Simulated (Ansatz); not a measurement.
An Ansatz input:

```yaml
crystal:
  lattice:
    - [5.5449214432, 0.0, 0.0]
    - [-2.7724607216, 4.8020428318, 0.0]
    - [0.0, 0.0, 3.2739735986]
  atoms:
    - { symbol: Te, position: [1.0, 0.0, 0.0] }
    - { symbol: Te, position: [0.3333333333, 0.6666666667, 0.5] }
    - { symbol: Te, position: [0.6666666667, 0.3333333333, 0.5] }
hamiltonian:
  xc: pbe
  pseudopotentials:
    kind: paw
    azcp:
      Te: "pseudopotentials/Te.paw.azcp"
basis:
  ecutwfc: 420
  fft_grid_basis: typed
kpoints:
  mp_grid: { grid: [9, 9, 13], shift: [0, 0, 0] }
magnetization:
  spin_polarized: false
scf:
  occupations: { method: fermi_dirac, width: 0.1 }
```

Output

```
Engine: ansatz 0.2.0, x86_64-unknown-linux-gnu
Pseudopotentials: kind: paw
Pseudopotential: Te, paw, valence charge 16, recommended cutoff 420 eV (normal) 
Functional definition: PBE
  parameter kappa = 0.804
  parameter beta = 0.06672455060314922
  exchange = pbe_x(kappa = kappa, mu = beta*pi^2/3)
  correlation = pbe_c(beta = beta)
Crystal: 3 atoms, lattice volume = 87.176 Å³
Basis set: ecut = 420 eV, 1703 PW (Γ)
Bands: 28, of which v1, the nominal top of the filled ones, is band 24 counted from 1 (23 counted from 0)
Symmetry: 24 space group operations
Space group: P6/mmm (ITA 191), of the structure as read, at distance tolerance 4.4e-5 Å
k-points: 84 of 1053
Non-local potential: Te, projectors of the file, l = 0: 2, l = 1: 2, l = 2: 2, l = 3: 2
PAW form: soft (Blöchl's): semilocal exchange-correlation on the pseudo side does not see the compensation charge
PAW one-centre angular grid: Te, 590 points (default); XC on 64 Gauss nodes
Initial density: superposition of atomic densities (neutral atoms: chi_scale 0, normalization atom), corrected by the library's trained network
Initial wavefunctions: pseudopotential atomic-orbital guess
Functional: x = pbe(κ = 0.804, μ = 0.2195149727645171), c = pbe(β = 0.06672455060314922)
SCF iter   1: F=—  HF=-20938.887345 eV  |F-HF|=—  |Δ(HF+E_count)|=         —  Δρ=1.73e-3  dr2=4.75e-3  ethr=1.77e-3  ⟨swp⟩=6.7  Hψ=10074  notcnv=0
SCF iter   2: F=—  HF=-20938.885139 eV  |F-HF|=—  |Δ(HF+E_count)|=   2.21e-3  Δρ=1.03e-3  dr2=1.39e-3  ethr=9.89e-6  ⟨swp⟩=2.9  Hψ=5043  notcnv=0
SCF iter   3: F=—  HF=-20938.885525 eV  |F-HF|=—  |Δ(HF+E_count)|=   3.86e-4  Δρ=3.14e-4  dr2=9.12e-5  ethr=2.89e-6  ⟨swp⟩=2.6  Hψ=3817  notcnv=0
SCF iter   4: F=—  HF=-20938.885532 eV  |F-HF|=—  |Δ(HF+E_count)|=   6.81e-6  Δρ=1.44e-4  dr2=2.18e-5  ethr=1.90e-7  ⟨swp⟩=3.0  Hψ=4592  notcnv=0
SCF iter   5: F=—  HF=-20938.885535 eV  |F-HF|=—  |Δ(HF+E_count)|=   2.52e-6  Δρ=3.92e-5  dr2=1.76e-6  ethr=4.54e-8  ⟨swp⟩=2.0  Hψ=4369  notcnv=0
SCF iter   6: F=—  HF=-20938.885534 eV  |F-HF|=—  |Δ(HF+E_count)|=   7.32e-7  Δρ=1.08e-5  dr2=1.42e-7  ethr=3.68e-9  ⟨swp⟩=2.0  Hψ=4368  notcnv=0
SCF iter   7: F=-20938.885534 eV  HF=-20938.885534 eV  |F-HF|=1.96e-8  |Δ(HF+E_count)|=   2.15e-8  Δρ=3.80e-6  dr2=1.26e-8  ethr=2.08e-10  ⟨swp⟩=3.0  Hψ=5420  notcnv=0
SCF 1 converged in 7 iterations: F = -20938.885534 eV  dr2 = 1.26e-8
SCF converged after 7 iterations
Free energy (F): -20938.885534 eV
Harris-Foulkes:  -20938.885534 eV  (|F-HF|=1.96e-8)
Internal energy: -20938.802239 eV  (E = F + TS)
E sigma→0 (E₀):  -20938.843887 eV
Entropy (-TS):   -0.083295 eV (-27.765 meV/atom)
Fermi energy:    10.932931 eV
--- Per-component energies (eV) ---
  E_band       = -694.062356
  E_kinetic    = 539.754358
  E_local      = -3151.414643  (includes V_loc(G=0)·N_el)
  E_nonlocal   = -931.924803
  E_hartree    = 2149.243730
  E_xc         = -372.202589
  E_vxc        = -311.471800  (∫ρ·V_xc dr)
  E_paw        = -13985.476981  (= ΣΔE_a)
  E_vpaw       = -1137.487278  (= ΣTr[D̂ρ^β])
  E_aug_tail   = -0.000580  (compensation charges beyond the density's cutoff)
  E_ewald      = -5186.780732
  E_smearing   = -0.083295  (= −TS)
  E_closure    = -0.000000  (closes the sum)
  Σ components = -20938.885534   (vs F -20938.885534, Δ=0.00e0)
```

Launched by

```sh
ansatz run input.yaml --threads 1 --pin off --max-ram 3584MiB --backend cpu --events-out ev --progress --plain --runs-dir out
```

On 1 thread of Intel(R) Xeon(R) Platinum 8259CL CPU @ 2.50GHz (Skylake/Cascade Lake) (shared host) this took about 11 s of wall time and 11 s of CPU time.
